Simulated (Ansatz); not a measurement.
The calculation used DFT PBE, scalar-relativistic, plane waves, PAW in Ansatz 0.2.0. All cells share a 420 eV cutoff and Γ-centred k meshes spaced at most about 0.3 Å⁻¹ (about 0.25 or finer for metals, 2π included). No spin polarisation.

These are static total energies at zero pressure.

Question: Order these relaxed structures of Si6Ru by energy, lowest first, with the energy over the lowest of them.
A.

Space group Pmm2 (No. 25). a = 7.278 Å, b = 7.452 Å, c = 4.254 Å, α = 90.00°, β = 90.00°, γ = 90.00°
```tsv
atom	site	symmetry	x	y	z
Si	1a	mm2	0.0000	0.0000	0.9147
Si	1c	mm2	0.5000	0.0000	0.8694
Si	2e	.m.	0.7604	0.0000	0.5444
Si	2g	m..	0.0000	0.6871	0.0688
Si	2h	m..	0.5000	0.7212	0.1084
Si	4i	1	0.7560	0.6782	0.4727
Ru	2f	.m.	0.7258	0.5000	0.9415
```

B.

Space group P-3m1 (No. 164). a = 3.944 Å, b = 3.944 Å, c = 10.088 Å, α = 90.00°, β = 90.00°, γ = 120.00°
| atom | site | symmetry | x | y | z |
| --- | --- | --- | --- | --- | --- |
| Si | 2d | 3m. | 0.3333 | 0.6667 | 0.0705 |
| Si | 2d | 3m. | 0.3333 | 0.6667 | 0.3081 |
| Si | 2c | 3m. | 0.0000 | 0.0000 | 0.3821 |
| Ru | 1a | -3m. | 0.0000 | 0.0000 | 0.0000 |

Answer: A (0 meV/atom), B (163 meV/atom). Counting Si atoms around Ru (those within 1.25 times the shortest such distance or 1.15 times the sum of covalent radii, 1.27 where that leaves under three): A has Ru 8; B has Ru 6. A and B both hold Si–Si nets. Origin: A, invented, then shaken at random and relaxed again; B, invented.

Cells relaxed within their symmetry can be saddle points. Some types were kept out of the candidates beforehand, so the set may lack a known form.
